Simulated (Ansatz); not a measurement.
**ZrC: single points about a listed cell**

A set of self-consistent runs on ZrC under moves of single atoms, distortions that keep the symmetry, other functionals, to map its energy surface near the listed cell.

Computed with Ansatz 0.2.0 (DFT PBEsol, scalar-relativistic, plane waves, PAW, unless a step's input says otherwise).

## (1) The structure to begin with

The structure is hexagonal, space group P6_3/mmc (No. 194). Conventional cell: a = 3.391 Å, b = 3.391 Å, c = 5.290 Å, α = 90.00°, β = 90.00°, γ = 120.00°. Zr (site symmetry -6m2) is surrounded by 6 C at 2.36 Å. C (site symmetry -3m) is surrounded by 6 Zr at 2.36 Å.

Coordinates:

```cif
data_structure
_symmetry_space_group_name_H-M 'P 1'
_symmetry_Int_Tables_number 1
_cell_length_a 3.3915
_cell_length_b 3.3915
_cell_length_c 5.2901
_cell_angle_alpha 90.000
_cell_angle_beta 90.000
_cell_angle_gamma 120.000
_cell_volume 52.69
loop_
_atom_site_label
_atom_site_type_symbol
_atom_site_fract_x
_atom_site_fract_y
_atom_site_fract_z
_atom_site_occupancy
Zr1 Zr 0.33333 0.66667 0.25000 1
Zr2 Zr 0.66667 0.33333 0.75000 1
C1 C 0.00000 0.00000 0.00000 1
C2 C 0.00000 0.00000 0.50000 1
```

The structure comes from the Materials Project (structure only).

## (2) One atom moved

The change: atom 3 (C) moved by 0.05 Å.

input.yaml reads:

```yaml
crystal:
  lattice:
    - [3.3914762718, 0.0, 0.0]
    - [-1.6957381359, 2.9371046077, 0.0]
    - [0.0, 0.0, 5.290053]
  atoms:
    - { symbol: Zr, position: [0.33333333, 0.66666667, 0.25] }
    - { symbol: Zr, position: [0.66666667, 0.33333333, 0.75] }
    - { symbol: C, position: [-0.0079428674, -0.0012018639, 0.0070547497] }
    - { symbol: C, position: [0.0, 0.0, 0.5] }
basis:
  ecutwfc: 420
kpoints:
  mp_grid: { grid: [12, 12, 8] }
hamiltonian:
  xc: pbesol
scf:
  occupations: { method: gaussian, width: 0.1 }
output:
  forces: true
  stress: true
  eigenvalues: true
```

## (3) A change within the space group

input.yaml reads:

```yaml
crystal:
  lattice:
    - [3.5315781566, 0.0, 0.0]
    - [-1.7657890783, 3.058436399, 0.0]
    - [0.0, 0.0, 5.5879358844]
  atoms:
    - { symbol: Zr, position: [0.33333333, 0.66666667, 0.25] }
    - { symbol: Zr, position: [0.66666667, 0.33333333, 0.75] }
    - { symbol: C, position: [0.0, 0.0, 0.0] }
    - { symbol: C, position: [0.0, 0.0, 0.5] }
basis:
  ecutwfc: 420
kpoints:
  mp_grid: { grid: [15, 15, 8] }
hamiltonian:
  xc: pbesol
scf:
  occupations: { method: gaussian, width: 0.1 }
output:
  forces: true
  stress: true
  eigenvalues: true
  populations: true
```

## (4) A distortion that keeps the symmetry

input.yaml: that of step 3 with these lines changed.

```diff
@@ -2,5 +2,5 @@
   lattice:
-    - [3.5315781566, 0.0, 0.0]
-    - [-1.7657890783, 3.058436399, 0.0]
-    - [0.0, 0.0, 5.5879358844]
+    - [3.4479782665, 0.0, 0.0]
+    - [-1.7239891332, 2.9860367705, 0.0]
+    - [0.0, 0.0, 5.060782103]
   atoms:
@@ -22,2 +22 @@
   eigenvalues: true
-  populations: true
```

## (5) A distortion that keeps the symmetry

input.yaml: that of step 4 with these lines changed.

```diff
@@ -2,5 +2,5 @@
   lattice:
-    - [3.4479782665, 0.0, 0.0]
-    - [-1.7239891332, 2.9860367705, 0.0]
-    - [0.0, 0.0, 5.060782103]
+    - [3.4021933368, 0.0, 0.0]
+    - [-1.7010966684, 2.9463858583, 0.0]
+    - [0.0, 0.0, 5.2274187725]
   atoms:
```

## (6) Functional and cell changed: r2SCAN

input.yaml: that of step 5 with these lines changed.

```diff
@@ -2,5 +2,5 @@
   lattice:
-    - [3.4021933368, 0.0, 0.0]
-    - [-1.7010966684, 2.9463858583, 0.0]
-    - [0.0, 0.0, 5.2274187725]
+    - [3.2754199538, 0.0, 0.0]
+    - [-1.6377099769, 2.836596888, 0.0]
+    - [0.0, 0.0, 5.1883781813]
   atoms:
@@ -11,3 +11,3 @@
 basis:
-  ecutwfc: 420
+  ecutwfc: 500
 kpoints:
@@ -15,3 +15,3 @@
 hamiltonian:
-  xc: pbesol
+  xc: r2scan
 scf:
```

Q: Predict the outcome of this session. Wanted: for each run, case; energy; pressure; largest force.

As calculated:

```
step                                  case  energy (meV/atom)  pressure (GPa)  largest force (eV/Å)  gap on the mesh (eV)
   2                        one atom moved               +0.0            -7.8                  0.43                  0.00
   3       a change within the space group            +228.6*           -28.1                  0.00                  0.00
   4  a distortion that keeps the symmetry             +11.2*            -6.0                  0.00                  0.00
   5  a distortion that keeps the symmetry              -5.3*            -6.9                  0.00                  0.00
   6   functional and cell changed: r2SCAN                n/a            21.0                  0.00                  0.00
```

Energies are counted from step 2, with the smearing taken to zero; a star marks another k mesh, which can shift energies by itself, so starred rows don't rank against the others. Other atoms or functionals have another zero of energy (n/a). A gap of 0.00 means none on the mesh at this level.

In words: Among the distorted cells of the listed formula and level the largest force, 0.43 eV/Å, acts on C3 in step 2. The pressure is -6.0 GPa in the smallest cell and -28.1 GPa in the largest; between them shape and moved atoms count too. The distorted cells of the listed formula and level show no gap on the mesh.
